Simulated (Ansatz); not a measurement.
This script drives Ansatz 0.2.0 through its Python package.

`paw_lapw.py`:
```python
"""Checking the PAW result for Si with LAPW."""

import ansatz as az
import numpy as np
from pymatgen.core import Lattice, Structure
from pymatgen.io.ase import AseAtomsAdaptor


def count_gap(report):
    # lowest empty less highest filled band, counting bands; zero where they overlap
    return max(report.get("gap_by_band_count_ev") or 0.0, 0.0)


def main() -> None:
    pmg_structure = Structure(
        Lattice([(-2.251, 2.3685, 1.275), (2.251, -2.3685, 1.275), (2.251, 2.3685, -1.275)]),
        ["Si", "Si"],
        [
            (0.807, 0.057, 0.75),
            (0.193, 0.943, 0.25),
        ],
    )
    xtal = az.Crystal.from_ase(AseAtomsAdaptor.get_atoms(pmg_structure))

    calc = (
        xtal.calculation()
        .occupations(az.OccupationsMethod.METHFESSEL_PAXTON, width=50 * az.meV)
        .functional("pbe")
        .kpoints(12)
        .stress()
        .forces()
        .band_table()
    )
    variants = {
        "PAW": calc.pseudopotentials("paw"),
        "LAPW": calc.pseudopotentials("all_electron", lapw=True),
    }
    # totals differ by the cores that each treatment holds, so compare what does not depend on them
    rows = []
    for label, variant in variants.items():
        data = variant.run().report
        levels = np.array(data["eigenvalues_ev"][0]) - data["fermi_energy_ev"]
        print(label, "levels at the first k-point near E_F:", np.round(levels[np.abs(levels) < 5], 3))
        rows.append((label, data["n_electrons"], np.trace(data["stress_gpa"]) / 3, count_gap(data)))
    print("     treatment  electrons in bands           P GPa  gap by band count eV")
    for row in rows:
        print(f"{str(row[0]):>14s}  {row[1]:18.1f}  {row[2]:14.3f}  {row[3]:20.3f}")


if __name__ == "__main__":
    main()
```

It is started by `python paw_lapw.py`. How long does it take on 1 thread of Arm Neoverse V1, on a shared host, and how much memory does it need?

It took about 35 s, with a peak of 0.7 GiB, for 2 runs of the engine.

```console
$ python paw_lapw.py
DeckWarning: basis.ecutwfc = 420 eV, auto-derived from the records' recommended cutoffs: set by Si (normal level)
PAW levels at the first k-point near E_F: [-3.054 -2.569 -1.735  1.005]
LAPW levels at the first k-point near E_F: [-3.055 -2.57  -1.736  1.01 ]
     treatment  electrons in bands           P GPa  gap by band count eV
           PAW                 8.0          15.920                 0.000
          LAPW                24.0          15.897                 0.000
```
(Warnings from the package without file and line.)

PAW gives 15.920 GPa and LAPW 15.897 GPa, 0.023 GPa apart. They took 5.0 and 28.5 s of processor time.

The computed bands are complete only to about 3.0 eV above the Fermi level. A gap by band count of zero or less means overlapping bands, a metal. At these settings the cell as given stands under about 16 GPa, so it isn't at this functional's equilibrium volume and may be a high-pressure phase. This isn't the structure that Si takes at ambient conditions. Levels are Kohn-Sham eigenvalues on this mesh. Pressure is positive in compression; the treatments may keep other shells as core, so totals and counts of electrons can differ.
